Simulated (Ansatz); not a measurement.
# WSe2: the cost of one run

Computed with Ansatz 0.2.0 (DFT PBEsol, scalar-relativistic, plane waves, PAW, unless a step's input says otherwise).

3 further runs of the same task are left out: 1 that didn't finish, 2 set aside as unsound or not needed.

## 1. The system as given

It takes space group P-3m1 (No. 164, trigonal). The conventional cell has a = 3.318 Å, b = 3.318 Å, c = 24.069 Å, α = 90.00°, β = 90.00°, γ = 120.00°. W (site symmetry 3m) has 6 Se at 2.54 Å as nearest neighbours. Se (site symmetry 3m) is surrounded by 3 W at 2.54 Å.

Coordinates:

```
W Se
1.0
     3.31785    0.00000    0.00000
    -1.65893    2.87335    0.00000
     0.00000    0.00000   24.06852
W Se
2 4
Direct
  0.66667 0.33333 0.14154
  0.33333 0.66667 0.85846
  0.33333 0.66667 0.21059
  0.66667 0.33333 0.92756
  0.33333 0.66667 0.07244
  0.66667 0.33333 0.78941
```

The structure comes from the Materials Project (structure only).

## 7. The grid

The energy is mapped over two normal modes frozen in (zone-centre modes of the cell shown).

- amplitude of mode 4 (14 cm⁻¹), largest displacement: 7 values from −0.6 to 0.6 Å
- amplitude of mode 11 (246 cm⁻¹), largest displacement: 7 values from −0.06 to 0.06 Å

Nothing else is relaxed (the cell and all other modes fixed). Energies count from the relaxed high-symmetry cell. Points are written as (first, second).

The patterns, per unit of each coordinate (Å):

```csv
atom,x1,y1,z1,x2,y2,z2
W1,0.992,0.000,0.000,0.852,0.000,0.000
W2,-0.992,0.000,0.000,0.001,0.000,0.000
Se3,1.000,0.000,0.000,-1.000,0.000,0.000
Se4,-0.981,0.000,0.000,0.000,0.000,0.000
Se5,0.981,0.000,0.000,-0.983,0.000,0.000
Se6,-1.000,0.000,0.000,-0.001,0.000,0.000
```

(The set-up runs are not shown.)

## 8. The run at (0.0 Å, −0.06 Å)

Input file input.yaml:

```yaml
crystal:
  lattice:
    - [3.2705808386, 0.0, 0.0]
    - [-1.6352904193, 2.8324060913, 0.0]
    - [0.0, 0.0, 23.9869951139]
  atoms:
    - { symbol: W, position: [0.6510434308, 0.3333333333, 0.1376221416] }
    - { symbol: W, position: [0.3333177133, 0.6666666667, 0.8623778584] }
    - { symbol: Se, position: [0.3516786986, 0.6666666667, 0.2073407565] }
    - { symbol: Se, position: [0.6666691145, 0.3333333333, 0.9321940382] }
    - { symbol: Se, position: [0.3513758424, 0.6666666667, 0.0678059618] }
    - { symbol: Se, position: [0.6666827122, 0.3333333333, 0.7926592435] }
basis:
  ecutwfc: 420
kpoints:
  mp_grid: { grid: [9, 9, 2] }
hamiltonian:
  xc: pbesol
  pseudopotentials: { kind: paw, azcp: { folder: soft_1 } }
scf:
  occupations: { method: gaussian, width: 0.05 }
output:
  forces: true
  stress: true
  eigenvalues: true
```

Run with:

```console
> ansatz run input.yaml --threads 2 --pin off --max-ram 4096MiB --backend cpu --events-out ev --progress --plain --runs-dir out
```

Q: Estimate wall time and peak memory on 2 threads of Arm Neoverse N1, shared host.

About 94 s, with a peak of 0.92 GiB.
